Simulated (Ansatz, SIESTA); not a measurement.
# Al2O3: programs and potentials compared

```
Al O
1.0
     2.88432    0.00000    0.00000
    -1.44216    2.49790    0.00000
     0.00000    0.00000    9.33675
Al O
2 3
Direct
  0.00000 0.00000 0.85001
  0.00000 0.00000 0.14999
  0.33333 0.66667 0.77768
  0.66667 0.33333 0.00000
  0.33333 0.66667 0.22232
```

Measurements of this composition are mostly on another form, of space group No. 167.

Alike in all runs: task band structure; functional PBEsol; k mesh 11 × 11 × 3; occupations fermi-dirac, width 0.05 eV; no spin polarisation; no spin-orbit coupling. Pressure is positive in compression and, in plane waves, holds the error of the finite cutoff, which Ansatz's Pulay term estimates and takes out. Gaps are the smaller of the mesh's and the band path's.

```tsv
program and potentials	plane-wave cutoff (eV)	notes	band gap (eV)	pressure (GPa)	largest force (eV/Å)
Ansatz, Ansatz PAW	420	potentials made for PBE, which Ansatz adapts in part; Pulay term of +0.58 GPa included	4.75	-2.93	0.125
Ansatz, all-electron LAPW, scalar-relativistic	-	-	4.77	-2.89	0.141
SIESTA, files PseudoDojo sr-pbesol-0.4.1-standard, DZP (energy shift 0.003 Ry)	-	atomic basis	4.75	-1.46	0.482
```

Force on atom 3 (O), eV/Å:

| program and potentials | x | y | z |
| --- | --- | --- | --- |
| Ansatz, Ansatz PAW | 0.000 | 0.000 | 0.125 |
| Ansatz, all-electron LAPW, scalar-relativistic | 0.000 | 0.000 | 0.111 |
| SIESTA, files PseudoDojo sr-pbesol-0.4.1-standard, DZP (energy shift 0.003 Ry) | 0.000 | 0.000 | -0.232 |

The band gap spans 4.75 (SIESTA, files PseudoDojo sr-pbesol-0.4.1-standard, DZP (energy shift 0.003 Ry)) to 4.77 eV (Ansatz, all-electron LAPW, scalar-relativistic), with all-electron results at 4.77. The pressure spans -2.93 (Ansatz, Ansatz PAW) to -1.46 GPa (SIESTA, files PseudoDojo sr-pbesol-0.4.1-standard, DZP (energy shift 0.003 Ry)), with all-electron results at -2.89. The paths' points differ, which is worth about 0.01 eV. Rows in atomic bases carry the error of their basis and grid, which can be large.

Differences between rows come from potentials, basis sets and numerical settings, since the functional is the same but for its coding. Runs on potential files found faulty are left out.
